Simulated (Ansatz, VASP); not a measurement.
ZnCu in VASP and in Ansatz

```
Zn Cu
1.0
     2.94500    0.00000    0.00000
     0.00000    2.94500    0.00000
     0.00000    0.00000    2.94500
Zn Cu
1 1
Direct
  0.50000 0.50000 0.50000
  0.00000 0.00000 0.00000
```

Alike in both runs: functional r2SCAN; k mesh 5 × 5 × 5; occupations fermi-dirac, width 0.05 eV; no spin polarisation.

```csv
,VASP,Ansatz
version,VASP 6.6.1,Ansatz 0.2.0
potentials or method,"VASP PAW PBE potentials, release 64 (Zn, Cu)",Ansatz PAW
plane-wave cutoff (eV),520,500
valence electrons in the cell,23,31
task,single point,band structure
```

Ansatz gave:

- gap on the k mesh at the Fermi level (eV): none
- pressure (GPa): -2.7

Which values does VASP return?

gap on the k mesh at the Fermi level (eV): none; pressure (GPa): -2.0.

A gap of «none» marks a metal or a gap that the smearing closes. The two sets of potentials don't hold the same shells in valence.

Caveats: the k mesh is coarse (spacing up to 0.43 Å⁻¹), so the values aren't converged; the PAW data sets were made with another functional, which shifts forces and pressure a little (VASP); the PAW data sets come from PBE, with cores solved anew for the run's functional, which leaves a small shift of forces and pressure (Ansatz).
